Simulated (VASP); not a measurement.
# Ti in VASP: a series of runs

One slab, Ti, is run at these levels: LDA; tasks: single point.

Everything below comes from runs of VASP 6.6.1. Logs are shortened: lines on timing, memory, paths and dates and some standing lists are left out, and cuts for length are marked.

**1. Starting point**

The cell holds a slab with vacuum, 6 atoms: a = 2.950 Å, b = 2.950 Å, c = 23.715 Å, α = 90.00°, β = 90.00°, γ = 120.00°.

The slab is cut from a database's or a generator's crystal, which needn't be the stable form of the element.

**2. Single point, LDA**

INCAR reads:

```
PREC = Accurate ; ENCUT = 350
EDIFF = 1E-7 ; ISMEAR = 1
SIGMA = 0.1 ; LREAL = F
LASPH = T ; NELM = 120
ALGO = Normal ; ISIF = 2
LWAVE = F ; LCHARG = F
LDIPOL = T ; IDIPOL = 3
DIPOL = 0.5 0.5 0.500 ; GGA = CA
NBANDS = 50 ; LVHAR = T
LVACPOTAV = T
```

KPOINTS reads:

```
Automatic mesh
0
Gamma
  13 13 1
```

POSCAR reads:

```
Ti
1.0
    2.9499978604      0.0000000000      0.0000000000
   -1.4749989302      2.5547730882      0.0000000000
    0.0000000000      0.0000000000     23.7150000000
Ti
6
Direct
    0.6666666667      0.3333333334      0.2530044276
    0.3333333333      0.6666666666      0.3518026565
    0.6666666667      0.3333333334      0.4506008855
    0.3333333333      0.6666666666      0.5493991145
    0.6666666667      0.3333333334      0.6481973435
    0.3333333333      0.6666666666      0.7469955724
```

Potentials or basis: VASP PAW LDA potentials, release 64 (Ti_sv).

Launch:

```
> cat potpaw_LDA.64/Ti_sv/POTCAR > POTCAR
> mpirun -np 1 vasp_std > vasp.out
```

OUTCAR:

```text
PREC = Accurate
   ENCUT = 350
   EDIFF = 1E-7
   ISMEAR = 1
   LREAL = F
   LASPH = T
   NELM = 120
   ISIF = 2
   GGA = CA

 Found     21 irreducible k-points:

 Following reciprocal coordinates:
            Coordinates               Weight
  0.000000  0.000000  0.000000      1.000000
  0.076923  0.000000  0.000000      6.000000
  0.153846 -0.000000  0.000000      6.000000
  0.230769 -0.000000  0.000000      6.000000
  0.307692 -0.000000  0.000000      6.000000
  0.384615  0.000000  0.000000      6.000000
   k-points           NKPTS =     21   k-points in BZ     NKDIM =     21   number of bands    NBANDS=     50
   number of dos      NEDOS =    301   number of ions     NIONS =      6
   total plane-waves  NPLWV =  48600
   dimension x,y,z NGX =    18 NGY =   18 NGZ =  150
   dimension x,y,z NGXF=    36 NGYF=   36 NGZF=  300
   ions per type =               6
   NGX,Y,Z   is equivalent  to a cutoff of  10.14, 10.14, 10.52 a.u.
   NGXF,Y,Z  is equivalent  to a cutoff of  20.29, 20.29, 21.03 a.u.
 SYSTEM =  unknown system
   PREC   = accura    normal or accurate (medium, high low for compatibility)
   ISTART =      0    job   : 0-new  1-cont  2-samecut
   ICHARG =      2    charge: 1-file 2-atom 10-const
   ISPIN  =      1    spin polarized calculation?
   LNONCOLLINEAR =      F non collinear calculations
   LSORBIT =      F    spin-orbit coupling
   LASPH  =      T    aspherical Exc in radial PAW
   ENCUT  =  350.0 eV  25.72 Ry    5.07 a.u.   4.50  4.50 36.18*2*pi/ulx,y,z
   NELM   =    120;   NELMIN=  2; NELMDL= -5     # of ELM steps
   EDIFF  = 0.1E-06   stopping-criterion for ELM
   LREAL  =      F    real-space projection
   EDIFFG = 0.1E-05   stopping-criterion for IOM
   NSW    =      0    number of steps for IOM
   IBRION =     -1    ionic relax: 0-MD 1-quasi-New 2-CG
   NFREE  =      0    steps in history (QN), initial steepest desc. (CG)
   ISIF   =      2    stress and relaxation
   ISYM   =      2    0-nonsym 1-usesym 2-fastsym
   POTIM  = 0.5000    time-step for ionic-motion
   TEBEG  =    0.0;   TEEND  =   0.0 temperature during run
   PSTRESS=    0.0 pullay stress
   NELECT =      72.0000    total number of electrons
   NUPDOWN=      -1.0000    fix difference up-down
   EMIN   =  10.00;   EMAX   =-10.00  energy-range for DOS
   EFERMI =   0.00;   METHOD = LEGACY
   ISMEAR =     1;   SIGMA  =   0.10  broadening in eV -4-tet -1-fermi 0-gaus
   EFERMI_NEDOS =   21; number of points for ismear=-14 and -15
   IALGO  =     38    algorithm
   IMIX   =      4    mixing-type and parameters
     AMIX     =   0.40;   BMIX     =  1.00
     AMIX_MAG =   1.60;   BMIX_MAG =  1.00
  volume/ion in A,a.u.               =      29.79       201.02
  Fermi-wavevector in a.u.,A,eV,Ry     =   1.209075  2.284821 19.889848  1.461863
  Thomas-Fermi vector in A             =   2.344664
   LORBIT       =      0    0 simple, 1 ext, 2 COOP (PROOUT), +10 PAW based schemes
   GGA     = CA    functional components
   LHFCALC =     F    Hartree Fock is set to
   AEXX    =    0.0000 exact exchange contribution
   IVDW    =     0    specifies the selected vdW correction
   LEPSILON=     F    determine dielectric tensor
   LRPA    =     F    only Hartree local field effects (RPA)
 non-spin polarized calculation
 Methfessel and Paxton  Order N= 1 SIGMA  =   0.10
  energy-cutoff  :      350.00
  volume of cell :      178.73
 maximum number of plane-waves:      2701
 NGX is ok and might be reduce to    18
   NGX =  9   NGY =  9   NGZ = 73

 dipolmoment           0.000000      0.000000     -0.000000 electrons x Angstroem

 number of electron      71.9999941 magnetization

 dipolmoment           0.000000      0.000000      0.000000 electrons x Angstroem

 Free energy of the ion-electron system (eV)
  ---------------------------------------------------
  ext. energy  EPLUGINS =         0.00000000
  ---------------------------------------------------
  free energy    TOTEN  =       -48.66320500 eV

  energy without entropy =      -48.66342207  energy(sigma->0) =      -48.66327736

 E-fermi :   2.9640     XC(G=0):  -7.8242

 val. band max:        2.9549939149   @ k =   0.2308  -0.0000   0.0000
 cond. band min:       2.9874335586   @ k =   0.3077   0.2308   0.0000
 fundamental gap:      0.0324396437
 Fermi energy:         2.9640491172

 k-point     1 :       0.0000    0.0000    0.0000
  band No.  band energies     occupation
      1     -53.3097      2.00000
      2     -53.3095      2.00000
      3     -53.1884      2.00000
      4     -53.1376      2.00000
      5     -53.0871      2.00000
      6     -53.0702      2.00000
[... 40 lines left out ...]
     47       3.9048     -0.00000
     48       4.0972     -0.00000

 k-point     2 :       0.0769    0.0000    0.0000
  band No.  band energies     occupation
      1     -53.3053      2.00000
      2     -53.3052      2.00000
      3     -53.1832      2.00000
      4     -53.1332      2.00000
      5     -53.0835      2.00000
      6     -53.0674      2.00000
[... 40 lines left out ...]
     47       3.9953     -0.00000
     48       4.0685     -0.00000

 k-point     3 :       0.1538   -0.0000    0.0000
  band No.  band energies     occupation
      1     -53.2931      2.00000
      2     -53.2930      2.00000
      3     -53.1681      2.00000
      4     -53.1211      2.00000
      5     -53.0740      2.00000
      6     -53.0597      2.00000
[... 40 lines left out ...]
     47       4.1253     -0.00000
     48       4.2333     -0.00000

 k-point     4 :       0.2308   -0.0000    0.0000
  band No.  band energies     occupation
      1     -53.2760      2.00000
      2     -53.2759      2.00000
      3     -53.1461      2.00000
      4     -53.1041      2.00000
      5     -53.0610      2.00000
      6     -53.0496      2.00000
[... 40 lines left out ...]
     47       4.4833     -0.00000
     48       4.5524     -0.00000

 k-point     5 :       0.3077   -0.0000    0.0000
  band No.  band energies     occupation
      1     -53.2576      2.00000
      2     -53.2575      2.00000
      3     -53.1213      2.00000
      4     -53.0857      2.00000
      5     -53.0472      2.00000
      6     -53.0397      2.00000
[... 40 lines left out ...]
     47       4.8617     -0.00000
     48       4.8713     -0.00000

 k-point     6 :       0.3846    0.0000    0.0000
  band No.  band energies     occupation
      1     -53.2421      2.00000
      2     -53.2420      2.00000
      3     -53.0986      2.00000
      4     -53.0708      2.00000
      5     -53.0362      2.00000
      6     -53.0321      2.00000
[... 40 lines left out ...]
     47       5.3341      0.00000
     48       5.3515      0.00000

 [... further k-points ...]

 [bands above 48 left out]

------------------------ aborting loop because EDIFF is reached ----------------------------------------

  FORCE on cell =-STRESS in cart. coord.  units (eV):
  Direction    XX          YY          ZZ          XY          YZ          ZX
  --------------------------------------------------------------------------------------
  -------------------------------------------------------------------------------------
  Total       -8.3861389     -8.3861389     -8.4372116      0.0000000     -0.0000000      0.0000000
  in kB      -75.1753521    -75.1753521    -75.6331797      0.0000000     -0.0000000      0.0000000
  external PRESSURE =     -75.3279613 kB  Pullay stress =       0.0000000 kB

 VOLUME and BASIS-vectors are now :
 -----------------------------------------------------------------------------
  energy-cutoff  :      350.00
  volume of cell :      178.73
      direct lattice vectors                 reciprocal lattice vectors
     2.949997860  0.000000000  0.000000000     0.338983297  0.195712098  0.000000000
    -1.474998930  2.554773088  0.000000000     0.000000000  0.391424195  0.000000000
     0.000000000  0.000000000 23.715000000     0.000000000  0.000000000  0.042167405

 POSITION                                       TOTAL-FORCE (eV/Angst)
 -----------------------------------------------------------------------------------
      1.47500      0.85159      6.00000         0.000000     -0.000000      1.013450
     -0.00000      1.70318      8.34300        -0.000000      0.000000     -0.606171
      1.47500      0.85159     10.68600         0.000000      0.000000      0.041121
     -0.00000      1.70318     13.02900        -0.000000     -0.000000     -0.041121
      1.47500      0.85159     15.37200         0.000000     -0.000000      0.606171
     -0.00000      1.70318     17.71500        -0.000000      0.000000     -1.013450
 -----------------------------------------------------------------------------------
    total drift:                               -0.000000      0.000000     -0.000000

  FREE ENERGIE OF THE ION-ELECTRON SYSTEM (eV)
  ---------------------------------------------------
  free  energy   TOTEN  =       -48.6632050002 eV

  energy  without entropy=      -48.6634220651  energy(sigma->0) =      -48.66327736

 vacuum level on the upper side and lower side of the slab         7.593         7.593
```

Wall time 94 s (1 thread of Intel Xeon 6975P-C (Granite Rapids), shared host); peak memory 0.21 GiB.

These settings aren't checked as converged: the numbers below hold their error.

Results:

```yaml
Free_energy: -48.6632 eV
Largest_force: 1.013 eV/Å
Band_gap_on_the_k_mesh: none (metal or under the smearing width)
Work_function_of_the_upper_face: 4.63 eV
Work_function_of_the_lower_face: 4.63 eV
```

**3. Single point, LDA**

Changes to INCAR since step 2:

```diff
@@ -1,2 +1,2 @@
-PREC = Accurate ; ENCUT = 350
+PREC = Accurate ; ENCUT = 400
 EDIFF = 1E-7 ; ISMEAR = 1
```

KPOINTS is that of step 2.

POSCAR is that of step 2.

Potentials or basis: VASP PAW LDA potentials, release 64 (Ti_sv).

Launch:

```
> cat potpaw_LDA.64/Ti_sv/POTCAR > POTCAR
> mpirun -np 1 vasp_std > vasp.out
```

OUTCAR:

```text
PREC = Accurate
   ENCUT = 400
   EDIFF = 1E-7
   ISMEAR = 1
   LREAL = F
   LASPH = T
   NELM = 120
   ISIF = 2
   GGA = CA

 Found     21 irreducible k-points:

 Following reciprocal coordinates:
            Coordinates               Weight
  0.000000  0.000000  0.000000      1.000000
  0.076923  0.000000  0.000000      6.000000
  0.153846 -0.000000  0.000000      6.000000
  0.230769 -0.000000  0.000000      6.000000
  0.307692 -0.000000  0.000000      6.000000
  0.384615  0.000000  0.000000      6.000000
   k-points           NKPTS =     21   k-points in BZ     NKDIM =     21   number of bands    NBANDS=     50
   number of dos      NEDOS =    301   number of ions     NIONS =      6
   total plane-waves  NPLWV =  64000
   dimension x,y,z NGX =    20 NGY =   20 NGZ =  160
   dimension x,y,z NGXF=    40 NGYF=   40 NGZF=  320
   ions per type =               6
   NGX,Y,Z   is equivalent  to a cutoff of  11.27, 11.27, 11.22 a.u.
   NGXF,Y,Z  is equivalent  to a cutoff of  22.54, 22.54, 22.43 a.u.
 SYSTEM =  unknown system
   PREC   = accura    normal or accurate (medium, high low for compatibility)
   ISTART =      0    job   : 0-new  1-cont  2-samecut
   ICHARG =      2    charge: 1-file 2-atom 10-const
[... 68 lines left out ...]
  band No.  band energies     occupation
      1     -53.3280      2.00000
      2     -53.3279      2.00000
      3     -53.2067      2.00000
      4     -53.1562      2.00000
      5     -53.1058      2.00000
      6     -53.0883      2.00000
[... 295 lines left out ...]
     47       5.3286      0.00000
     48       5.3460      0.00000

 [... further k-points ...]

 [bands above 48 left out]

------------------------ aborting loop because EDIFF is reached ----------------------------------------

  FORCE on cell =-STRESS in cart. coord.  units (eV):
  Direction    XX          YY          ZZ          XY          YZ          ZX
  --------------------------------------------------------------------------------------
  -------------------------------------------------------------------------------------
  Total       -8.3831068     -8.3831068     -8.4256656      0.0000000     -0.0000000      0.0000000
  in kB      -75.1481713    -75.1481713    -75.5296790      0.0000000     -0.0000000      0.0000000
  external PRESSURE =     -75.2753405 kB  Pullay stress =       0.0000000 kB

 VOLUME and BASIS-vectors are now :
 -----------------------------------------------------------------------------
  energy-cutoff  :      400.00
  volume of cell :      178.73
      direct lattice vectors                 reciprocal lattice vectors
     2.949997860  0.000000000  0.000000000     0.338983297  0.195712098  0.000000000
    -1.474998930  2.554773088  0.000000000     0.000000000  0.391424195  0.000000000
     0.000000000  0.000000000 23.715000000     0.000000000  0.000000000  0.042167405

 POSITION                                       TOTAL-FORCE (eV/Angst)
 -----------------------------------------------------------------------------------
      1.47500      0.85159      6.00000         0.000000      0.000000      1.033387
     -0.00000      1.70318      8.34300        -0.000000      0.000000     -0.607812
      1.47500      0.85159     10.68600         0.000000      0.000000      0.041255
     -0.00000      1.70318     13.02900        -0.000000      0.000000     -0.041255
      1.47500      0.85159     15.37200         0.000000     -0.000000      0.607812
     -0.00000      1.70318     17.71500        -0.000000      0.000000     -1.033387
 -----------------------------------------------------------------------------------
    total drift:                                0.000000      0.000000      0.000000

  FREE ENERGIE OF THE ION-ELECTRON SYSTEM (eV)
  ---------------------------------------------------
  free  energy   TOTEN  =       -48.6992165269 eV

  energy  without entropy=      -48.6994850715  energy(sigma->0) =      -48.69930604

 vacuum level on the upper side and lower side of the slab         7.587         7.587
```

stdout:

```text
POSCAR found type information on POSCAR Ti
 POSCAR found :  1 types and       6 ions
 scaLAPACK will be used
 LDA part: xc-table for (Slater(with rela. corr.)+CA(PZ))
 , standard interpolation
 POSCAR, INCAR and KPOINTS ok, starting setup
 FFT: planning ... GRIDC
 FFT: planning ... GRID_SOFT
 FFT: planning ... GRID
 WAVECAR not read
 entering main loop
 -----------------------------------------------------------------------------
|                                                                             |
|           W    W    AA    RRRRR   N    N  II  N    N   GGGG   !!!           |
|           W    W   A  A   R    R  NN   N  II  NN   N  G    G  !!!           |
|           W    W  A    A  R    R  N N  N  II  N N  N  G       !!!           |
|           W WW W  AAAAAA  RRRRR   N  N N  II  N  N N  G  GGG   !            |
|           WW  WW  A    A  R   R   N   NN  II  N   NN  G    G                |
|           W    W  A    A  R    R  N    N  II  N    N   GGGG   !!!           |
|                                                                             |
|     Did not find any points to average over, which means that no vacuum     |
|     field-free region was found. Please increase the size of  your cell     |
|     in the dimension of the dipole correction to obtain accurate            |
|     workfunction values.                                                    |
|                                                                             |
 -----------------------------------------------------------------------------
```

Wall time 2.1 min (1 thread of Intel Xeon 6975P-C (Granite Rapids), shared host); peak memory 0.23 GiB.

The run converged, but some of its settings lie outside the range that counts as converged, so its numbers aren't taken as properties of the slab.

What came out:

* Free energy: -48.6992 eV
* Largest force: 1.033 eV/Å
* Band gap on the k mesh: none (metal or under the smearing width)
* Work function of the upper face: 4.63 eV
* Work function of the lower face: 4.63 eV
